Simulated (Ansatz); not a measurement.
CoO, 2 atoms in the cell. The structure is tetragonal, space group I4/mmm (No. 139). Conventional cell: a = 3.016 Å, b = 3.016 Å, c = 4.214 Å, α = 90.00°, β = 90.00°, γ = 90.00°. Co (site symmetry 4/mmm) has 6 O at 2.11 to 2.13 Å as nearest neighbours. Around O (site symmetry 4/mmm) lie 6 Co at 2.11 to 2.13 Å. 

| Property | Result |
| --- | --- |
| Program | Ansatz 0.2.0 |
| Task | relaxation of cell and atoms |
| Functional | PBEsol |
| Potentials or basis | Ansatz PAW |
| Cutoff | 420 eV (not typed: the program's choice for these potentials) |
| k mesh | 12 × 12 × 12 |
| Occupations | fermi-dirac, width 0.05 eV |
| Spin | collinear spin, ferromagnetic start |
| Starting moments | [2.0, 0.0] μB |

Potentials or basis: Ansatz PAW.

The run is started by

```console
$ ansatz run input.yaml --threads 2 --pin off --max-ram 5632MiB --backend cpu --events-out ev --progress --plain --runs-dir out
```

Hardware: 2 threads of AMD EPYC 7571 (shared host).

**Question.** How long does it take, and how much memory?

**Answer.** Run time: 83 s on 2 threads of AMD EPYC 7571, on a shared host, peak memory 0.49 GiB. Counts: scf iterations 77, plane waves 339, k points 163, bands 17, ion steps 9.
